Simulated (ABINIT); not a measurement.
A run of ABINIT 10.8.3 (patched build):

run.py

```python
import json, os
import numpy as np
from ase.constraints import FixSymmetry
from ase.optimize import BFGS
from ase.filters import FrechetCellFilter
from ase.units import GPa
from ase.calculators.mixing import SumCalculator
from dftd4.ase import DFTD4
from ase.calculators.abinit import Abinit, AbinitProfile
from ase import Atoms

atoms = Atoms(['C', 'C'],
              cell=[[2.1273203072, -1.22828244, 0.0], [2.1273203072, 1.22828244, 0.0], [-1.3790696309, 0.0, 3.5028300786]],
              scaled_positions=[[0.16664447, 0.16664447, 0.99990696], [0.83335553, 0.83335553, 9.304e-05]],
              pbc=True)

profile = AbinitProfile(command='abinit', pp_paths=[os.path.abspath('pseudos')])
params = dict(
    pps='pawxml', xc='PBE',
    chksymtnons=0,
    tolsym=1e-05,
    ecut=517.0163,
    pawecutdg=1034.0327,
    pawxcdev=0,
    pawovlp=-1,
    kptopt=1,
    ngkpt=[10, 10, 6],
    nshiftk=1,
    shiftk=[0.0, 0.0, 0.0],
    ixc=11,
    nband=8,
    occopt=3,
    tsmear=0.05,
    nstep=100,
    tolvrs=1e-09,
    prtwf=0,
    prtden=0,
    ecutsm=0.5,
)

atoms.calc = SumCalculator([Abinit(profile=profile, directory='run', **params), DFTD4(method='pbe')])
atoms.set_constraint(FixSymmetry(atoms, symprec=1e-4))
opt = BFGS(FrechetCellFilter(atoms), trajectory='opt.traj')
converged = opt.run(fmax=0.02, steps=30)
print('converged', converged)
print('cell (A)', np.round(atoms.cell[:], 5).tolist())
energy = atoms.get_potential_energy()
forces = atoms.get_forces()
stress = atoms.get_stress()
print(f'energy {energy:.6f} eV')
print('forces (eV/A)')
print(np.round(forces, 5))
print('stress (GPa, Voigt, tension positive)', np.round(stress / GPa, 4))
json.dump(dict(energy=energy, forces=forces.tolist(), stress=stress.tolist(), cell=atoms.cell.tolist(), frac=atoms.get_scaled_positions(wrap=False).tolist()), open('results.json', 'w'))
```

Potentials or basis: JTH PAW PBE v2.0.

The run is started by

```sh
$ python run.py
```

Hardware: 1 thread of Arm Neoverse V2, with other jobs on the host.

**Question.** Estimate the wall time of this run.

**Answer.** Wall time 2.5 min on 1 thread of Arm Neoverse V2 (shared host), peak memory 0.1 GiB. Counts: mpi ranks 1, k points 172, bands 8, plane waves 479, ion steps 9.
